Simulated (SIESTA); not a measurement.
# Na2S in SIESTA: the effect of functional

Crystal: Na2S.

```
S Na
1.0
     0.00000    3.27350    3.27350
     3.27350    0.00000    3.27350
     3.27350    3.27350    0.00000
S Na
1 2
Direct
  0.00000 0.00000 0.00000
  0.75000 0.75000 0.75000
  0.25000 0.25000 0.25000
```

Alike in all runs:

```yaml
Program: SIESTA 5.4.2
Task: band structure
Basis: DZP (energy shift 0.003 Ry; two zetas on semicore shells)
Grid_cutoff: 800 Ry
Energy_shift: 0.003 Ry
k_mesh: 7 × 7 × 7
Occupations: fermi-dirac, width 0.05 eV
Spin: no spin polarisation
```

Question: One run gave: gap on the mesh 2.60 eV; pressure 1.7 GPa. Which functional did it use?
A. PBEsol
B. LDA
C. BLYP
D. AM05
E. vdW-DF-cx

Answer: C.

```csv
functional,potentials or basis,gap on the mesh (eV),pressure (GPa)
PBEsol,PseudoDojo 0.4 standard (PBEsol files),2.39,-0.2
LDA,PseudoDojo 0.4 standard (LDA files),2.26,-1.8
AM05,PseudoDojo 0.4 standard (PBEsol files),2.53,0.4
BLYP,PseudoDojo 0.4 standard (PBE files),2.60,1.7
vdW-DF-cx,PseudoDojo 0.4 standard (PBE files),2.55,0.8
```

Caveats: the basis of atomic orbitals isn't converged, which shifts pressures, moduli and gaps; the potentials were made for another functional, which shifts forces and pressure (some runs).

A k mesh can miss the band edges.

Not every run made on this cell is shown here.
